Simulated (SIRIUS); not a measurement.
Pb: single point with PBEsol

Crystal: Pb.

```
CELL_PARAMETERS angstrom
0.00000 2.47502 2.47502
2.47502 0.00000 2.47502
2.47502 2.47502 0.00000
ATOMIC_POSITIONS crystal
Pb 0.00000 0.00000 0.00000
```

```
Program                                     : SIRIUS 7.12.0
Task                                        : single point
Functional                                  : PBEsol
Potentials or basis                         : all-electron FP-LAPW
Cutoff                                      : 157 eV
Basis                                       : apw+lo standard
k mesh                                      : 9 × 9 × 9
Occupations                                 : fermi-dirac, width 0.05 eV
Spin                                        : no spin polarisation
Muffin tin radii                            : Pb 2.65 bohr
Basis cutoff (gk_cutoff)                    : 3.4 1/bohr
Cutoff of density and potential (pw_cutoff) : 20 1/bohr
lmax of the basis                           : 11
lmax of density and potential               : 8
Valence relativity                          : iora
Core states                                 : Pb 1s2s2p3s3p3d4s4p4d
Local orbitals (radial functions)           : Pb 18
Reference energy of the basis               : 0.25 Ha
Smallest sphere radius times basis cutoff   : 9.01
Start of the SCF                            : LDA density
```

```json
{"Band gap on the k mesh": "none (metal or under the smearing width)", "All electrons inside the program's atomic spheres": "Pb 79.99 (radii Pb 2.65 bohr)"}
```

Levels at points of the mesh, in eV from the Fermi level:
```csv
k point,band 16,band 17,band 18,band 19,band 20,band 21
"(0.00, 0.00, 0.00)",-16.71,-11.62,7.57,7.57,7.57,9.89
```

Run time: 40 s on 1 thread of Arm Neoverse V2, with other jobs on the host, peak memory 0.37 GiB.

Spin-orbit coupling is left out, which matters for the levels of Pb.
